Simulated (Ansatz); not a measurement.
Crystal: ZnCu2SnS4.

```
CELL_PARAMETERS angstrom
-2.71710 2.71710 5.42480
2.71710 -2.71710 5.42480
2.71710 2.71710 -5.42480
ATOMIC_POSITIONS crystal
Sn 0.50000 0.50000 0.00000
Zn 0.25000 0.75000 0.50000
Cu 0.75000 0.25000 0.50000
Cu 0.00000 0.00000 0.00000
S 0.62799 0.62839 0.51280
S 0.88481 0.37201 0.00040
S 0.11559 0.11519 0.48720
S 0.37161 0.88441 0.99960
```

Program: Ansatz 0.2.0. Alike in all runs: task projected density of states; level PBEsol+U; potentials or basis Ansatz PAW; no spin polarisation; cell as given; k mesh 7 × 7 × 7; cutoff (eV) 420; smearing fermi-dirac 0.05 eV.

Q: Order these runs on this cell by their band gap on the k mesh, lowest first.
A. U Cu d U = 8 eV
B. U Cu d U = 3 eV
C. U Cu d U = 1 eV
D. U Cu d U = 5 eV

A: C (0.36 eV), B (0.59 eV), D (0.79 eV), A (1.00 eV).

Caveats: odd divisions of the mesh miss points on the zone boundary, where band edges often lie, so the gap on the mesh can be too wide; spin-orbit coupling is left out, which moves the levels of the heavy elements; the density of states is complete only up to the lowest level of the last band computed.

A k mesh can miss the band edges.
